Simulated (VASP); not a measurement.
# Cr (P6_3/mmc) in VASP: further runs

The runs below take Cr through single point, with PBEsol.

Everything below comes from runs of VASP 6.6.1. Logs are shortened: lines on timing, memory, paths and dates and some standing lists are left out, and cuts for length are marked.

## 1. The crystal as given

It takes space group P6_3/mmc (No. 194, hexagonal). The conventional cell has a = 2.714 Å, b = 2.714 Å, c = 4.410 Å, α = 90.00°, β = 90.00°, γ = 120.00°. Cr (site symmetry -6m2) is surrounded by 12 Cr at 2.71 Å.

This isn't the form of Cr at room conditions, which is bcc.

## 2. Single point, PBEsol, collinear spin, ferromagnetic start

Contents of INCAR:

```
SYSTEM = Cr
ADDGRID = .FALSE.
ALGO = Normal
EDIFF = 1E-6
ENCUT = 500
GGA = PS
ISIF = 2
ISMEAR = 1
ISPIN = 2
LASPH = .TRUE.
LCHARG = .FALSE.
LMAXMIX = 4
LORBIT = 11
LREAL = .FALSE.
LWAVE = .FALSE.
MAGMOM = 3 3
NELM = 100
PREC = Accurate
SIGMA = 0.1
```

Contents of KPOINTS:

```
k-points
0
G
  17 17 9
  0 0 0
```

Contents of POSCAR:

```
Cr
1.0
    2.7140000000      0.0000000000      0.0000000000
   -1.3570000000      2.3503929459      0.0000000000
    0.0000000000      0.0000000000      4.4100000000
Cr
2
Direct
    0.6666666667      0.3333333333      0.7500000000
    0.3333333333      0.6666666667      0.2500000000
```

Potentials or basis: VASP PAW PBE potentials, release 64 (Cr_pv).

Launch:

```bash
$ cat potpaw_PBE.64/Cr_pv/POTCAR > POTCAR
$ mpirun -np 1 vasp_std > vasp.out
```

OUTCAR:

```text
SYSTEM = Cr
   EDIFF = 1E-6
   ENCUT = 500
   GGA = PS
   ISIF = 2
   ISMEAR = 1
   ISPIN = 2
   LASPH = .TRUE.
   LORBIT = 11
   LREAL = .FALSE.
   NELM = 100
   PREC = Accurate

 Found    165 irreducible k-points:

 Following reciprocal coordinates:
            Coordinates               Weight
  0.000000  0.000000  0.000000      1.000000
  0.058824  0.000000  0.000000      6.000000
  0.117647  0.000000  0.000000      6.000000
  0.176471  0.000000  0.000000      6.000000
  0.235294  0.000000  0.000000      6.000000
  0.294118 -0.000000  0.000000      6.000000
   k-points           NKPTS =    165   k-points in BZ     NKDIM =    165   number of bands    NBANDS=     19
   number of dos      NEDOS =    301   number of ions     NIONS =      2
   total plane-waves  NPLWV =  12800
   dimension x,y,z NGX =    20 NGY =   20 NGZ =   32
   dimension x,y,z NGXF=    40 NGYF=   40 NGZF=   64
   ions per type =               2
   NGX,Y,Z   is equivalent  to a cutoff of  12.25, 12.25, 12.06 a.u.
   NGXF,Y,Z  is equivalent  to a cutoff of  24.50, 24.50, 24.13 a.u.
 SYSTEM =  Cr
   PREC   = accura    normal or accurate (medium, high low for compatibility)
   ISTART =      0    job   : 0-new  1-cont  2-samecut
   ICHARG =      2    charge: 1-file 2-atom 10-const
   ISPIN  =      2    spin polarized calculation?
   LNONCOLLINEAR =      F non collinear calculations
   LSORBIT =      F    spin-orbit coupling
   LASPH  =      T    aspherical Exc in radial PAW
   ENCUT  =  500.0 eV  36.75 Ry    6.06 a.u.   4.95  4.95  8.04*2*pi/ulx,y,z
   NELM   =    100;   NELMIN=  2; NELMDL= -5     # of ELM steps
   EDIFF  = 0.1E-05   stopping-criterion for ELM
   LREAL  =      F    real-space projection
   EDIFFG = 0.1E-04   stopping-criterion for IOM
   NSW    =      0    number of steps for IOM
   IBRION =     -1    ionic relax: 0-MD 1-quasi-New 2-CG
   NFREE  =      0    steps in history (QN), initial steepest desc. (CG)
   ISIF   =      2    stress and relaxation
   ISYM   =      2    0-nonsym 1-usesym 2-fastsym
   POTIM  = 0.5000    time-step for ionic-motion
   TEBEG  =    0.0;   TEEND  =   0.0 temperature during run
   PSTRESS=    0.0 pullay stress
   NELECT =      24.0000    total number of electrons
   NUPDOWN=      -1.0000    fix difference up-down
   EMIN   =  10.00;   EMAX   =-10.00  energy-range for DOS
   EFERMI =   0.00;   METHOD = LEGACY
   ISMEAR =     1;   SIGMA  =   0.10  broadening in eV -4-tet -1-fermi 0-gaus
   EFERMI_NEDOS =   21; number of points for ismear=-14 and -15
   IALGO  =     38    algorithm
   IMIX   =      4    mixing-type and parameters
     AMIX     =   0.40;   BMIX     =  1.00
     AMIX_MAG =   1.60;   BMIX_MAG =  1.00
  volume/ion in A,a.u.               =      14.07        94.92
  Fermi-wavevector in a.u.,A,eV,Ry     =   1.552681  2.934142 32.801180  2.410819
  Thomas-Fermi vector in A             =   2.657021
   LORBIT       =     11    0 simple, 1 ext, 2 COOP (PROOUT), +10 PAW based schemes
   GGA     = PS    functional components
   LHFCALC =     F    Hartree Fock is set to
   AEXX    =    0.0000 exact exchange contribution
   IVDW    =     0    specifies the selected vdW correction
   LEPSILON=     F    determine dielectric tensor
   LRPA    =     F    only Hartree local field effects (RPA)
 spin polarized calculation
 Methfessel and Paxton  Order N= 1 SIGMA  =   0.10
  energy-cutoff  :      500.00
  volume of cell :       28.13
 maximum number of plane-waves:       739
 NGX is ok and might be reduce to    20
   NGX =  9   NGY =  9   NGZ = 17

 number of electron      23.9999990 magnetization       1.8452412

 Free energy of the ion-electron system (eV)
  ---------------------------------------------------
  ext. energy  EPLUGINS =         0.00000000
  ---------------------------------------------------
  free energy    TOTEN  =       -18.89689820 eV

  energy without entropy =      -18.89672992  energy(sigma->0) =      -18.89684210

 E-fermi :   8.1435     XC(G=0): -12.6912

 val. band max:        8.1430847891   @ k =   0.3529  -0.0000   0.3333
 cond. band min:       8.1436368343   @ k =   0.2353   0.1176   0.3333
 fundamental gap:      0.0005520452
 Fermi energy:         8.1434752430

 spin component 1

 k-point     1 :       0.0000    0.0000    0.0000
  band No.  band energies     occupation
      1     -35.1798      1.00000
      2     -34.8355      1.00000
      3     -34.8355      1.00000
      4     -34.7686      1.00000
      5     -34.7686      1.00000
      6     -34.6896      1.00000
[... 11 lines left out ...]
     18       9.5132     -0.00000
     19      14.9426      0.00000
[... 89 lines left out ...]
 k-point     6 :       0.2941   -0.0000    0.0000
  band No.  band energies     occupation
      1     -35.0679      1.00000
      2     -35.0627      1.00000
      3     -34.9994      1.00000
      4     -34.9058      1.00000
      5     -34.8078      1.00000
      6     -34.7421      1.00000
[... 11 lines left out ...]
     18      14.1550      0.00000
     19      14.9633      0.00000

 [... further k-points ...]

 spin component 2

 k-point     1 :       0.0000    0.0000    0.0000
  band No.  band energies     occupation
      1     -34.3932      1.00000
      2     -33.9611      1.00000
      3     -33.9611      1.00000
      4     -33.8931      1.00000
      5     -33.8931      1.00000
      6     -33.8925      1.00000
[... 11 lines left out ...]
     18      10.3788      0.00000
     19      15.9512      0.00000
[... 89 lines left out ...]
 k-point     6 :       0.2941   -0.0000    0.0000
  band No.  band energies     occupation
      1     -34.2734      1.00000
      2     -34.1993      1.00000
      3     -34.1293      1.00000
      4     -34.0330      1.00000
      5     -33.9460      1.00000
      6     -33.9329      1.00000
[... 11 lines left out ...]
     18      14.7277      0.00000
     19      16.0212      0.00000

 [... further k-points ...]

------------------------ aborting loop because EDIFF is reached ----------------------------------------

  FORCE on cell =-STRESS in cart. coord.  units (eV):
  Direction    XX          YY          ZZ          XY          YZ          ZX
  --------------------------------------------------------------------------------------
  -------------------------------------------------------------------------------------
  Total       -5.8503870     -5.8503870     -5.1283534      0.0000000      0.0000000      0.0000000
  in kB     -333.2009812   -333.2009813   -292.0785210      0.0000000      0.0000000      0.0000000
  external PRESSURE =    -319.4934945 kB  Pullay stress =       0.0000000 kB

 VOLUME and BASIS-vectors are now :
 -----------------------------------------------------------------------------
  energy-cutoff  :      500.00
  volume of cell :       28.13
      direct lattice vectors                 reciprocal lattice vectors
     2.714000000  0.000000000  0.000000000     0.368459838  0.212730387  0.000000000
    -1.357000000  2.350392946  0.000000000     0.000000000  0.425460773  0.000000000
     0.000000000  0.000000000  4.410000000     0.000000000  0.000000000  0.226757370

 POSITION                                       TOTAL-FORCE (eV/Angst)
 -----------------------------------------------------------------------------------
      1.35700      0.78346      3.30750        -0.000000      0.000000      0.000000
     -0.00000      1.56693      1.10250         0.000000     -0.000000      0.000000
 -----------------------------------------------------------------------------------
    total drift:                               -0.000000      0.000000     -0.000000

  FREE ENERGIE OF THE ION-ELECTRON SYSTEM (eV)
  ---------------------------------------------------
  free  energy   TOTEN  =       -18.8968981981 eV

  energy  without entropy=      -18.8967299166  energy(sigma->0) =      -18.89684210

 total charge

# of ion       s       p       d       tot
------------------------------------------
    1        0.376   6.282   4.055  10.713
    2        0.376   6.282   4.055  10.713
--------------------------------------------------
tot          0.752  12.563   8.110  21.425

 magnetization (x)

# of ion       s       p       d       tot
------------------------------------------
    1        0.001   0.024   0.827   0.852
    2        0.001   0.024   0.827   0.852
--------------------------------------------------
tot          0.002   0.049   1.654   1.705
```

OSZICAR:

```text
N       E                     dE             d eps       ncg     rms          rms(c)
DAV:   1     0.236368231063E+03    0.23637E+03   -0.14008E+04 12572   0.146E+03
DAV:   2    -0.134196510229E+02   -0.24979E+03   -0.24476E+03 12687   0.427E+02
DAV:   3    -0.212110140737E+02   -0.77914E+01   -0.76109E+01 13265   0.898E+01
DAV:   4    -0.213182552554E+02   -0.10724E+00   -0.10713E+00 15731   0.977E+00
DAV:   5    -0.213205673895E+02   -0.23121E-02   -0.23111E-02 14391   0.141E+00    0.193E+01
DAV:   6    -0.186819427093E+02    0.26386E+01   -0.17042E+01 12990   0.449E+01    0.539E+00
DAV:   7    -0.188872723864E+02   -0.20533E+00   -0.71148E-01 13731   0.776E+00    0.284E+00
DAV:   8    -0.188986969345E+02   -0.11425E-01   -0.30069E-02 14995   0.135E+00    0.106E+00
DAV:   9    -0.188959187393E+02    0.27782E-02   -0.10220E-02 14739   0.810E-01    0.342E-01
DAV:  10    -0.188967426734E+02   -0.82393E-03   -0.29790E-03 13718   0.421E-01    0.151E-01
DAV:  11    -0.188968662871E+02   -0.12361E-03   -0.17439E-04 16899   0.120E-01    0.682E-02
DAV:  12    -0.188968980948E+02   -0.31808E-04   -0.46360E-05 13911   0.621E-02    0.257E-02
DAV:  13    -0.188968981981E+02   -0.10334E-06   -0.85236E-06 15092   0.252E-02
   1 F= -.18896898E+02 E0= -.18896842E+02  d E =-.168282E-03  mag=     1.8430
```

Run time: 92 s. Hardware: 1 thread of Intel Xeon Platinum 8488C (Sapphire Rapids), shared host; peak memory 0.22 GiB.

These settings aren't checked as converged: the numbers below hold their error.

What came out:

| Quantity | Value |
| --- | --- |
| Free energy | -18.8969 eV |
| Pressure | -31.9 GPa |
| Band gap on the k mesh | none (metal or under the smearing width) |
| Net moment | 1.85 μB per cell |
| Site moments | Cr +0.85 μB |
| Valence electrons inside the program's atomic spheres | Cr 10.71 |

Caveat: a pressure of tens of GPa on the cell as given is suspect, and the run, the potentials or the cell itself is likely at fault; the PAW data sets were made with another functional, which shifts forces and pressure a little.

## 3. Single point, PBEsol, collinear spin, ferromagnetic start

INCAR, as its differences from that of step 2:

```diff
@@ -17,3 +17,3 @@
 NELM = 100
-PREC = Accurate
+PREC = Low
 SIGMA = 0.1
```

KPOINTS is that of step 2.

POSCAR is that of step 2.

Potentials or basis: VASP PAW PBE potentials, release 64 (Cr_pv).

Launch:

```bash
$ cat potpaw_PBE.64/Cr_pv/POTCAR > POTCAR
$ mpirun -np 1 vasp_std > vasp.out
```

Wall time 41 s (1 thread of Intel Xeon Platinum 8488C (Sapphire Rapids), shared host); peak memory 0.2 GiB.

The run converged, but some of its settings lie outside the range that counts as converged, so its numbers aren't taken as properties of the crystal.

What came out:

* Free energy: -18.9003 eV
* Pressure: -31.9 GPa
* Band gap on the k mesh: none (metal or under the smearing width)
* Net moment: 1.84 μB per cell
* Site moments: Cr +0.85 μB
* Valence electrons inside the program's atomic spheres: Cr 10.71

Caveat: a pressure of tens of GPa on the cell as given is suspect, and the run, the potentials or the cell itself is likely at fault; the PAW data sets were made with another functional, which shifts forces and pressure a little.

## 4. Single point, PBEsol, collinear spin, ferromagnetic start

INCAR, as its differences from that of step 3:

```diff
@@ -17,3 +17,3 @@
 NELM = 100
-PREC = Low
+PREC = Normal
 SIGMA = 0.1
```

KPOINTS is that of step 3.

POSCAR is that of step 3.

Launch:

```bash
$ cat potpaw_PBE.64/Cr_pv/POTCAR > POTCAR
$ mpirun -np 1 vasp_std > vasp.out
```

Run time: 43 s. Hardware: 1 thread of Intel Xeon Platinum 8488C (Sapphire Rapids), shared host; peak memory 0.21 GiB.

The run converged, but some of its settings lie outside the range that counts as converged, so its numbers aren't taken as properties of the crystal.

Results:

* Free energy: -18.8969 eV
* Pressure: -32.0 GPa
* Band gap on the k mesh: none (metal or under the smearing width)
* Net moment: 1.85 μB per cell
* Site moments: Cr +0.85 μB
* Valence electrons inside the program's atomic spheres: Cr 10.71

Caveat: a pressure of tens of GPa on the cell as given is suspect, and the run, the potentials or the cell itself is likely at fault; the PAW data sets were made with another functional, which shifts forces and pressure a little.

## 5. Single point, PBEsol, collinear spin, ferromagnetic start

INCAR, as its differences from that of step 4:

```diff
@@ -13,3 +13,3 @@
 LORBIT = 11
-LREAL = .FALSE.
+LREAL = Auto
 LWAVE = .FALSE.
@@ -17,3 +17,3 @@
 NELM = 100
-PREC = Normal
+PREC = Accurate
 SIGMA = 0.1
```

KPOINTS is that of step 4.

POSCAR is that of step 4.

Launch:

```bash
$ cat potpaw_PBE.64/Cr_pv/POTCAR > POTCAR
$ mpirun -np 1 vasp_std > vasp.out
```

It took 3 min on 1 thread of Intel Xeon Platinum 8488C (Sapphire Rapids), shared host; peak memory 0.22 GiB.

These settings aren't checked as converged: the numbers below hold their error.

What came out:

| Item | Value |
| --- | --- |
| Free energy | -18.8970 eV |
| Pressure | -32.0 GPa |
| Band gap on the k mesh | none (metal or under the smearing width) |
| Net moment | 1.85 μB per cell |
| Site moments | Cr +0.85 μB |
| Valence electrons inside the program's atomic spheres | Cr 10.71 |

Caveat: a pressure of tens of GPa on the cell as given is suspect, and the run, the potentials or the cell itself is likely at fault; the PAW data sets were made with another functional, which shifts forces and pressure a little.

## 6. For comparison

An earlier run on the cell as given: functional PBE; potentials or basis VASP PAW PBE potentials, release 64 (Cr_pv); cutoff 520 eV; k mesh 11 × 11 × 6; occupations fermi-dirac, width 0.05 eV; collinear spin, ferromagnetic start; starting moments [3.0, 3.0] μB.

- Pressure: -25.5 GPa
- Band gap on the k mesh: none (metal or under the smearing width)
- Net moment: 1.77 μB per cell
- Site moments: Cr +0.82 μB
- Valence electrons inside the program's atomic spheres: Cr 10.72
